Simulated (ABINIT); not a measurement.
Crystal: HgTe (Coloradoite).

```
CELL_PARAMETERS angstrom
0.00000 3.21450 3.21450
3.21450 0.00000 3.21450
3.21450 3.21450 0.00000
ATOMIC_POSITIONS crystal
Hg 0.00000 0.00000 0.00000
Te 0.75000 0.75000 0.75000
```

Base run:

| Quantity | Value |
| --- | --- |
| Program | ABINIT 10.8.3 (patched build) |
| Functional | revPBE |
| Potentials or basis | JTH PAW PBE v2.0 |
| Cutoff | 626 eV |
| k mesh | 7 × 7 × 7 |
| Occupations | fermi-dirac, width 0.05 eV |
| Spin | no spin polarisation |

Its results: band gap on the k mesh none (metal or under the smearing width); pressure 6.0 GPa.

Question: After a change of settings the same cell gave: band gap on the k mesh none (metal or under the smearing width); pressure 3.4 GPa. Which change was it?
A. functional from revPBE to AM05
B. functional from revPBE to r2SCAN
C. functional from revPBE to WC
D. functional from revPBE to PBE

Answer: B.

Caveats: the PAW data sets were made with another functional, which shifts forces and pressure a little.
